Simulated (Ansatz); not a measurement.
**InSb**

The computed numbers are results of PBE, scalar-relativistic (no spin polarisation) in the plane-wave PAW code Ansatz at 420 eV, Γ-centred 6×6×10 mesh, 0.05 eV Gaussian smearing. The datasets are Ansatz's generated set soft_2.

```cif
data_structure
_symmetry_space_group_name_H-M 'P 1'
_symmetry_Int_Tables_number 1
_cell_length_a 5.6198
_cell_length_b 6.1173
_cell_length_c 3.2900
_cell_angle_alpha 90.000
_cell_angle_beta 90.000
_cell_angle_gamma 90.000
_cell_volume 113.10
loop_
_atom_site_label
_atom_site_type_symbol
_atom_site_fract_x
_atom_site_fract_y
_atom_site_fract_z
_atom_site_occupancy
In1 In 0.00000 0.00000 0.24970 1
In2 In 0.50000 0.50000 0.75030 1
Sb1 Sb 0.50000 0.00000 0.75000 1
Sb2 Sb 0.00000 0.50000 0.25000 1
```

The chain of runs began from a cell as deposited in COD, expanded in volume. The relaxation changed the space group from Pmmn to Immm (read at 0.02 Å), so the results may not describe the measured structure.

Which orbitals carry the states at the Fermi level, and how many states are there?

Within 0.1 eV of it: Sb 5p 51 %, In 5p 25 %, In 5s 18 % (shares among the projected shells). The density of states at the Fermi level is about 1.7 states/eV per cell, averaged over 0.3 eV.

Density of states (tetrahedra, averaged over 0.4 eV; states/eV per cell of 4 atoms; energy in eV from the Fermi level; projections on Löwdin-orthogonalised atomic orbitals, summed over sites):

```
    E  total  Sb 5p  In 5p  In 5s  Sb 5s  In 4d
-7.25   0.10   0.05   0.00   0.05   0.00   0.00
-6.85   0.50   0.20   0.03   0.25   0.01   0.00
-6.45   0.84   0.30   0.08   0.41   0.04   0.00
-6.05   1.09   0.35   0.13   0.54   0.07   0.00
-5.65   1.25   0.37   0.16   0.61   0.10   0.00
-5.25   1.37   0.43   0.17   0.64   0.12   0.00
-4.85   1.93   0.74   0.18   0.84   0.16   0.01
-4.45   1.81   0.81   0.29   0.52   0.17   0.01
-4.05   1.03   0.44   0.24   0.22   0.13   0.00
-3.65   1.41   0.68   0.36   0.24   0.12   0.00
-3.25   1.74   0.87   0.48   0.26   0.11   0.01
-2.85   1.87   1.00   0.54   0.22   0.09   0.01
-2.45   2.10   1.17   0.61   0.22   0.08   0.01
-2.05   2.43   1.44   0.69   0.19   0.08   0.01
-1.65   2.75   1.70   0.77   0.17   0.07   0.01
-1.25   2.59   1.63   0.66   0.18   0.08   0.01
-0.85   2.31   1.45   0.51   0.23   0.08   0.01
-0.45   1.89   1.12   0.39   0.26   0.07   0.01
-0.05   1.67   0.85   0.40   0.28   0.09   0.00
 0.35   1.83   0.87   0.48   0.32   0.10   0.00
 0.75   1.98   0.92   0.54   0.33   0.11   0.01
 1.15   2.10   0.94   0.64   0.33   0.11   0.01
 1.55   2.07   0.89   0.69   0.30   0.10   0.00
 1.95   1.84   0.74   0.72   0.20   0.09   0.00
 2.35   2.16   0.76   0.97   0.19   0.12   0.00
 2.75   2.37   0.82   1.12   0.14   0.14   0.00
 3.15   2.43   0.86   1.14   0.12   0.11   0.00
 3.55   2.79   0.85   1.28   0.13   0.11   0.00
 3.95   2.58   0.58   1.11   0.12   0.10   0.00
 4.35   2.67   0.49   1.14   0.11   0.08   0.00
 4.75   2.81   0.52   1.23   0.11   0.06   0.00
 5.15   2.68   0.53   1.22   0.09   0.04   0.00
 5.55   2.49   0.52   1.11   0.08   0.04   0.00
 5.95   2.46   0.49   1.03   0.06   0.03   0.00
```

Scalar-relativistic only: spin–orbit splittings of the heavy atoms' levels are missing.
